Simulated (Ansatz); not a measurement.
MoS2: projected density of states with LDA+U

MoS2:

```
Mo S
1.0
     3.16900    0.00000    0.00000
    -1.58450    2.74443    0.00000
     0.00000    0.00000   12.32400
Mo S
2 4
Direct
  0.66667 0.33333 0.75000
  0.33333 0.66667 0.25000
  0.66667 0.33333 0.37700
  0.33333 0.66667 0.87700
  0.66667 0.33333 0.12300
  0.33333 0.66667 0.62300
```

| Property | Result |
| --- | --- |
| Program | Ansatz 0.2.0 |
| Task | projected density of states |
| Functional | LDA |
| Potentials or basis | Ansatz PAW |
| Cutoff | 420 eV (not typed: the program's choice for these potentials) |
| k mesh | 10 × 10 × 3 |
| Occupations | fermi-dirac, width 0.05 eV |
| Spin | no spin polarisation |
| Hubbard terms | Mo d U = 5 eV |
| Hubbard projectors | ortho-atomic (the default) |
| Double counting | fll (the default) |

* Pressure: -5.7 GPa
* Largest force: 0.497 eV/Å
* Band gap on the k mesh: 1.00 eV, indirect (least direct gap 1.61 eV)

Forces on the atoms (eV/Å):
```
Mo   0.000  0.000  0.000
Mo   0.000  0.000  0.000
S    0.000  0.000 -0.497
S    0.000  0.000 -0.497
S    0.000  0.000  0.497
S    0.000  0.000  0.497
```

Levels at points of the mesh, in eV from the valence-band top:
| k point | band 24 | band 25 | band 26 | band 27 | band 28 | band 29 |
| --- | --- | --- | --- | --- | --- | --- |
| (0.00, 0.00, 0.00) | -1.26 | -0.87 | 0.00 | 2.46 | 2.46 | 2.49 |
| (0.00, -0.50, 0.00) | -1.29 | -1.24 | -1.23 | 1.73 | 1.78 | 1.94 |

States per cell in windows of 1 eV (zero at the valence-band top; states under -8 eV left out):
```tsv
from (eV)	total	S 3p	Mo 4d	Mo 5s	S 3s	Mo 4p	Mo 4s
-8.0	0.00	0.00	0.00	0.00	0.00	0.00	0.00
-7.0	1.37	0.86	0.37	0.06	0.04	0.01	0.01
-6.0	4.56	2.84	1.46	0.10	0.09	0.03	0.01
-5.0	4.68	2.78	1.38	0.13	0.29	0.03	0.01
-4.0	5.23	3.15	1.84	0.03	0.12	0.02	0.00
-3.0	5.29	3.30	1.72	0.02	0.14	0.02	0.00
-2.0	5.83	3.28	2.28	0.04	0.10	0.03	0.00
-1.0	1.03	0.44	0.54	0.01	0.03	0.00	0.00
0.0	0.12	0.02	0.08	0.00	0.00	0.00	0.00
1.0	5.26	1.60	3.38	0.07	0.07	0.00	0.00
2.0	5.53	2.09	2.97	0.04	0.16	0.00	0.00
3.0	3.73	1.60	1.76	0.00	0.14	0.00	0.00
4.0	1.37	0.55	0.66	0.00	0.10	0.00	0.00
5.0	0.44	0.03	0.01	0.16	0.02	0.00	0.00
6.0	1.91	0.14	0.05	0.49	0.08	0.00	0.01
7.0	3.45	0.22	0.07	0.61	0.15	0.00	0.01
```

Eigenvalues of the final occupation matrices:
| site | spin | trace | eigenvalues |
| --- | --- | --- | --- |
| site 1 | 1 | 2.60 | 0.46 0.46 0.53 0.53 0.62 |
| site 2 | 1 | 2.60 | 0.46 0.46 0.53 0.53 0.62 |

It took 13 s on 2 threads of Arm Neoverse V1, on a shared host, peak memory 0.58 GiB.

The gap isn't set beside the measured one, since this odd mesh misses points on the zone boundary.

Caveat: odd divisions of the mesh miss points on the zone boundary, where band edges often lie, so the gap on the mesh can be too wide; the PAW data sets come from PBE, with cores solved anew for the run's functional, which leaves a small shift of forces and pressure; the density of states is complete only up to the lowest level of the last band computed.
